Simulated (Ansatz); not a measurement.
Co:

```
Co
1.0
     2.48736    0.00000    0.00000
    -1.24368    2.15412    0.00000
     0.00000    0.00000    4.06329
Co
2
Direct
  0.33333 0.66667 0.74014
  0.66667 0.33333 0.25986
```

Base run:

- Program: Ansatz 0.2.0
- Functional: PBE
- Potentials or basis: Ansatz PAW
- Cutoff: 420 eV (not typed: the program's choice for these potentials)
- k mesh: 10 × 10 × 6
- Occupations: fermi-dirac, width 0.05 eV
- Spin: collinear spin, ferromagnetic start
- Starting moments: [4.0, 4.0] μB
- Fixed moment: 8 μB

Its results: pressure 110.0 GPa; site moments Co +3.47 μB; largest force 1.246 eV/Å.

After a change of settings the same cell gave: pressure -6.8 GPa; site moments Co +1.06 μB; largest force 0.623 eV/Å. Which change was it?
A. fixed moment from 8 μB to 6 μB; moments at the start from [4.0, 4.0] to [3.0, 3.0]
B. fixed moment from 8 μB to 3 μB; moments at the start from [4.0, 4.0] to [1.5, 1.5]
C. fixed moment from 8 μB to 5 μB; moments at the start from [4.0, 4.0] to [2.5, 2.5]
D. fixed moment from 8 μB to 2 μB; moments at the start from [4.0, 4.0] to [1.0, 1.0]

D.

Caveats: the total moment is fixed, so each spin has its own Fermi level; the thresholds are loose for stress; a pressure of tens of GPa on the cell as given is suspect, and the run, the potentials or the cell itself is likely at fault (some runs); forces of over 1 eV/Å show positions far from the minimum, so gaps and moduli don't describe the material at rest (some runs).
